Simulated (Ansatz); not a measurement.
Zinc-blende AlSb, treated with PBE0 (PAW; Ansatz, an electronic-structure program).

Settings: plane-wave cutoff 520 eV, 8×8×8 k mesh, scalar-relativistic PAW data made under PBE.

Cell (relaxed at this level):

AlSb has the cubic space group F-43m (No. 216), the zinc blende structure, Pearson symbol cF8. Conventional cell: a = b = c = 6.166 Å, α = β = γ = 90.00°. Al on 4a sees 4 Sb at 2.670 Å (tetrahedral). Sb on 4c is surrounded by 4 Al at 2.670 Å (tetrahedral). (Neighbours: up to the widest gap in distance over summed covalent radii, below 1.35, at either atom; cation-cation and far metal-metal contacts left out.)
(The calculation used a cell of 2 atoms; values per cell refer to that cell.)

Predict the elastic constant C12, Poisson ratio, elastic constant C11 and elastic constant C44.


- elastic constant C12 = 41.5 GPa
- Poisson ratio = 0.257
- elastic constant C11 = 88.3 GPa
- elastic constant C44 = 41.8 GPa

Measured, for comparison: elastic constant C12 43.4 GPa, elastic constant C11 87.7 GPa, elastic constant C44 40.8 GPa (temperature not stated, not corrected to a static lattice; as tabulated in Oses et al. (2018), arXiv:1811.08464). Computed (rounded) less measured: elastic constant C12 -4 %, elastic constant C11 +0.7 %, elastic constant C44 +2 %. A static lattice is as a rule a little smaller and stiffer than an uncorrected measurement, which narrows the difference in the elastic constant C44 and would widen misses of the other sign.

Elastic constants are with the ions relaxed.

Spin–orbit coupling is not included.
